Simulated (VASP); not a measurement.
# GaP (F-43m) in VASP: notebook, part 2 of 2

VASP 6.6.1. Earlier steps stand in the parts before.

**4. Relaxation of cell and atoms, PBEsol**

The input, INCAR:

```
PREC     = Accurate       # precision mode
ENCUT    = 600            # plane-wave cutoff, eV
EDIFF    = 1E-7           # SCF threshold, eV
ISMEAR   = 0              # smearing method
SIGMA    = 0.02           # smearing width, eV
LREAL    = False          # projectors in reciprocal space
LASPH    = True           # aspherical terms in the spheres
NELM     = 100            # most SCF steps
ALGO     = Normal         # electronic algorithm
ISIF     = 3              # what is computed and relaxed
LWAVE    = False          # write WAVECAR
LCHARG   = False          # write CHGCAR
GGA      = PS             # functional
IBRION   = 2              # ionic algorithm
NSW      = 40             # ionic steps
EDIFFG   = -0.02          # ionic threshold
```

The input, KPOINTS:

```
regular mesh
0
Gamma
  3 3 3
```

The input, POSCAR:

```
GaP
1.0
    0.0000000000      2.7258124900      2.7258124900
    2.7258124900      0.0000000000      2.7258124900
    2.7258124900      2.7258124900      0.0000000000
Ga P
1 1
Direct
    0.0000000000      0.0000000000      0.0000000000
    0.7500000000      0.7500000000      0.7500000000
```

Potentials or basis: VASP PAW PBE potentials, release 64 (Ga_d, P).

The run is started by

```
$ cat potpaw_PBE.64/Ga_d/POTCAR potpaw_PBE.64/P/POTCAR > POTCAR
$ mpirun -np 1 vasp_std > vasp.out
```

OUTCAR:

```text
PREC = Accurate
   ENCUT = 600
   EDIFF = 1E-7
   ISMEAR = 0
   LREAL = False
   LASPH = True
   NELM = 100
   ISIF = 3
   GGA = PS
   IBRION = 2
   NSW = 40
   EDIFFG = -0.02

 ion  position               nearest neighbor table
   1  0.000  0.000  0.000-   2 2.36   2 2.36   2 2.36   2 2.36
   2  0.750  0.750  0.750-   1 2.36   1 2.36   1 2.36   1 2.36

  LATTYP: Found a face centered cubic cell.
 ALAT       =     5.4516249800

  Lattice vectors:

 A1 = (   0.0000000000,   2.7258124900,   2.7258124900)
 A2 = (   2.7258124900,   0.0000000000,   2.7258124900)
 A3 = (   2.7258124900,   2.7258124900,   0.0000000000)

Analysis of symmetry for initial positions (statically):
=====================================================================
 Subroutine PRICEL returns:
 Original cell was already a primitive cell.

 Routine SETGRP: Setting up the symmetry group for a
 face centered cubic supercell.

 Subroutine GETGRP returns: Found 24 space group operations
 (whereof 24 operations were pure point group operations)
[... 135 lines left out ...]

 number of electron      18.0000003 magnetization

 Free energy of the ion-electron system (eV)
  ---------------------------------------------------
  ext. energy  EPLUGINS =         0.00000000
  ---------------------------------------------------
  free energy    TOTEN  =        -9.39780557 eV

  energy without entropy =       -9.39780557  energy(sigma->0) =       -9.39780557

------------------------ aborting loop because EDIFF is reached ----------------------------------------

  FORCE on cell =-STRESS in cart. coord.  units (eV):
  Direction    XX          YY          ZZ          XY          YZ          ZX
  --------------------------------------------------------------------------------------
  -------------------------------------------------------------------------------------
  Total        0.2294357      0.2294357      0.2294357      0.0000000     -0.0000000      0.0000000
  in kB        9.0751468      9.0751468      9.0751468      0.0000000     -0.0000000      0.0000000
  external PRESSURE =       9.0751468 kB  Pullay stress =       0.0000000 kB
[... 59 lines left out ...]
--------------------------------------- Ionic step        3  -------------------------------------------

 number of electron      17.9999998 magnetization

 Free energy of the ion-electron system (eV)
  ---------------------------------------------------
  ext. energy  EPLUGINS =         0.00000000
  ---------------------------------------------------
  free energy    TOTEN  =        -9.39900614 eV

  energy without entropy =       -9.39900614  energy(sigma->0) =       -9.39900614

 E-fermi :   4.6949     XC(G=0):  -9.9162

 val. band max:        4.5847129384   @ k =   0.0000   0.0000   0.0000
 cond. band min:       6.1679872038   @ k =   0.3333   0.3333   0.0000
 fundamental gap:      1.5832742655
 Fermi energy:         4.6949026450

 k-point     1 :       0.0000    0.0000    0.0000
  band No.  band energies     occupation
      1     -10.0675      2.00000
      2     -10.0675      2.00000
      3     -10.0675      2.00000
      4      -9.9741      2.00000
      5      -9.9741      2.00000
      6      -7.8812      2.00000
      7       4.5847      2.00000
      8       4.5847      2.00000
      9       4.5847      2.00000
     10       6.2130      0.00000
     11       8.3259      0.00000
     12       8.3259      0.00000
     13       8.3259      0.00000
[... 75 lines left out ...]
  FREE ENERGIE OF THE ION-ELECTRON SYSTEM (eV)
  ---------------------------------------------------
  free  energy   TOTEN  =        -9.3990061353 eV

  energy  without entropy=       -9.3990061353  energy(sigma->0) =       -9.39900614

 reached required accuracy - stopping structural energy minimisation
```

CONTCAR:

```text
GaP
   1.00000000000000
     0.0000000000000000    2.7354063719289861    2.7354063719289861
     2.7354063719289861   -0.0000000000000000    2.7354063719289861
     2.7354063719289861    2.7354063719289861    0.0000000000000000
  Ga              P
     1     1
Direct
     0.0000000000000000    0.0000000000000000    0.0000000000000000
     0.7500000000000000    0.7500000000000000    0.7500000000000000

  0.00000000E+00  0.00000000E+00  0.00000000E+00
  0.00000000E+00  0.00000000E+00  0.00000000E+00
```

Run time: 6.4 s. Hardware: 1 thread of Intel Xeon 6975P-C (Granite Rapids), shared host; peak memory 0.17 GiB.

Results:

* Free energy: -9.3990 eV
* Relaxed volume: 20.47 Å³/atom
* Relaxed cell: a = 3.868 Å, b = 3.868 Å, c = 3.868 Å, α = 60.00°, β = 60.00°, γ = 60.00°
* Space group after relaxing (to 0.05 Å): F-43m (No. 216)
* Energy gained by relaxing: 0.6 meV/atom
* Ionic steps: 3
* Pressure after relaxing: 0.0 GPa
* Band gap on the k mesh: 1.58 eV, indirect (least direct gap 1.63 eV)

Step by step:
```
step  energy change (eV)  largest force (eV/Å)  pressure (GPa)  volume (Å³)
   1              0.0000                0.0000            0.91        40.51
   2             -0.0008                0.0000           -0.50        41.18
   3             -0.0012                0.0000            0.01        40.94
```

Final structure:
```
Ga P
1.0
     0.00000    2.73541    2.73541
     2.73541    0.00000    2.73541
     2.73541    2.73541    0.00000
Ga P
1 1
Direct
  0.00000 0.00000 0.00000
  0.75000 0.75000 0.75000
```

Levels at points of the mesh, in eV from the valence-band top:
```
           k point  band 7  band 8  band 9  band 10  band 11  band 12
(0.00, 0.00, 0.00)    0.00    0.00    0.00     1.63     3.74     3.74
```

Caveat: the k mesh is coarse (spacing up to 0.67 Å⁻¹), so the values aren't converged; the PAW data sets were made with another functional, which shifts forces and pressure a little; an odd mesh through Γ misses points on the zone boundary, where band edges often lie.
